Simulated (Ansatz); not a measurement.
## SiO2: gradients before and after relaxing the atoms

Start: a structure deposited in the COD.

Space group Pbcn (No. 60); a = 4.0970, b = 5.0462, c = 4.4946 Å.

```csv
site,Wyckoff,site symmetry,x,y,z
Si,4c,.2.,0.0000,0.1522,0.2500
O,8d,1,0.7336,0.6245,0.9186
```

One atom of each set is listed.

All values are calculated (Ansatz; DFT, PBE, plane waves and PAW, scalar-relativistic, 420 eV cutoff, Γ-centred 5×4×5 k-points, Fermi–Dirac smearing 0.02 eV), not measured.

The largest force at the start is 1.00 eV/Å. Relaxing the ions at fixed cell moves them by 0.038 Å at most (atom 10, O) and 0.031 Å rms. End positions:

Si (0.0000, 0.1524, 0.2500)
O (0.7316, 0.6172, 0.9200)

```json
{"site": "Si", "moved (Å)": "0.001", "first shell before": "6 O at 1.74–1.85 Å", "first shell after": "6 O at 1.77–1.83 Å", "V_zz before (10²¹ V/m²)": "0.94", "η before": "0.49"}
{"site": "O", "moved (Å)": "0.038", "first shell before": "3 Si at 1.74–1.85 Å", "first shell after": "3 Si at 1.77–1.83 Å", "V_zz before (10²¹ V/m²)": "-11.68", "η before": "0.46"}
```

**Question.** What are V_zz and η after the relaxation?

**Answer.** 

| site | V_zz after | η after | change of V_zz |
| --- | --- | --- | --- |
| Si | -1.03 | 0.72 | – |
| O | -11.54 | 0.40 | +0.14 |

The largest change of V_zz along a kept axis is on O, from -11.68 to -11.54. In per cent, |V_zz| changes by -1 on O (all sites that start above 0.5, bar those whose gradient vanishes or changes sign or whose main axis turns by over 40°). On Si the largest principal value lies along another axis in the second run, so the two V_zz can't be compared directly.

At this cell the PBE pressure is 6 GPa, so with PBE the cell would grow if it were relaxed.
